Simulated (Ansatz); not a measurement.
A trial form of AlCo

Computed with DFT PBE, scalar-relativistic, plane waves, PAW in Ansatz. Cutoff 420 eV, Gaussian smearing, Γ-centred meshes. Cell and atoms relax first on a coarse mesh and then on a finer one. In between, the cell is made exact in the group found at 0.06 Å. In metals the finer mesh still leaves noise of several meV/atom or more. The steps can't lower the symmetry of their start, moments included. Collinear spin, starting moments 0 0 0 3 -3 -3 μB in the order of the atoms.

The guess for AlCo was made by a generator: random cell by space group and Wyckoff sites (I4/mmm, No. 139). The dimensions are guesses.

```
Al Co
1.0
    -2.49155    2.49155    3.89283
     2.49155   -2.49155    3.89283
     2.49155    2.49155   -3.89283
Al Co
3 3
Direct
  0.50000 0.00000 0.50000
  0.00000 0.50000 0.50000
  0.50000 0.50000 0.00000
  0.76794 0.76794 0.00000
  0.23206 0.23206 0.00000
  0.00000 0.00000 0.00000
```

Formation energies are uncorrected and refer to the elements' standard structures at the same level.

Question: What does it relax into?

Answer: The symmetry goes from I4/mmm (No. 139) to I4mm (No. 107). The volume per atom shrinks by 17.1 %, from 16.1 to 13.4 Å³. The shortest distance goes from 1.81 Å (Co–Co) to 2.27 Å (Al–Co). The energy falls by about 1.4 eV/atom (the start's value is from the coarse mesh). Conventional cell: a = 3.696 Å, c = 11.735 Å. Al on a site of symmetry 2mm has 4 Co at 2.35–2.45 Å, 4 Al at 2.61 Å, 2 Co at 2.66 Å and 2 Al at 2.83 Å; Al on a site of symmetry 4mm has 1 Co at 2.27 Å, 4 Co at 2.67 Å and 4 Al at 2.83 Å; around Co on its first site lie 5 Al at 2.27–2.35 Å, 4 Co at 2.65 Å and 1 Co at 3.05 Å; Co on its second site is surrounded by 1 Co at 2.35 Å, 4 Co at 2.65 Å and 4 Al at 2.66 Å; around Co on its third site lie 1 Co at 2.35 Å, 4 Al at 2.45 Å, 4 Al at 2.67 Å and 1 Co at 3.05 Å.

```
CELL_PARAMETERS angstrom
-1.84794 1.84794 5.86759
1.84794 -1.84794 5.86759
1.84794 1.84794 -5.86759
ATOMIC_POSITIONS crystal
Al 0.41114 0.91114 0.50000
Al 0.91114 0.41114 0.50000
Al 0.59407 0.59407 0.00000
Co 0.78769 0.78769 0.00000
Co 0.24809 0.24809 0.00000
Co 0.04786 0.04786 0.00000
```

Question: Give its energy and gap.

Answer: The energy over the elements is −0.02 eV/atom. The gap on the 14×14×14 mesh of the 6-atom cell is 0 eV (a metal), the net moment per atom is 0.27 μB and the moment by site is Co -0.3, -1.3, -0.1 μB.

The formation energy is too near zero to say whether this cell lies below the elements.

The last run used collinear spin and Gaussian smearing of 0.10 eV. For metals, differences of a few meV/atom aren't resolved. Another magnetic order may lie lower. Symmetry constrained the relaxation, so the result can be a saddle point. Another cell of AlCo relaxed alike, in Pm-3m (a Materials Project cell), lies 0.58 eV/atom lower, so this cell isn't the stable form at this level. Site moments count only spheres around the atoms; the net moment includes the space between them.
